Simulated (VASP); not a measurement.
The system is Ge.

```
Ge
1.0
     1.39715   -2.60052    0.00000
     1.39715    2.60052    0.00000
     0.00000    0.00000    2.69823
Ge
1
Cartesian
  1.3971 0.0000 0.0000
```

This isn't the form of Ge at room conditions, which is diamond.

* Program: VASP 6.6.1
* Task: single point
* Functional: PBE
* Potentials or basis: VASP PAW PBE potentials, release 64 (Ge_d)
* Cutoff: 900 eV
* k mesh: 13 × 13 × 12
* Occupations: gaussian, width 0.05 eV
* Spin: no spin polarisation

On this cell: pressure -0.4 GPa; band gap on the k mesh none (metal or under the smearing width).

The same run follows on a disturbed copy (grid = ENCUT=900 k=13x13x12 ISMEAR=0 SIGMA=0.05 PREC=Accurate EDIFF=1e-08 LREAL=False ADDGRID=False LASPH=True; cell strained at random at fixed volume):

```
Ge
1.0
     1.41619   -2.64758    0.01344
     1.39619    2.63683    0.01835
     0.03070    0.00255    2.63897
Ge
1
Direct
  0.48527 0.48006 0.01566
```

**Question.** What does the disturbed cell give?

**Answer.** The energy (extrapolated to zero smearing) moves by +8.8 meV/atom; pressure -0.1 GPa; band gap on the k mesh none (metal or under the smearing width).

Stress tensor (GPa, compression positive):
```
 0.93 -0.01 -1.20
-0.01 -4.18 -0.13
-1.20 -0.13  2.82
```
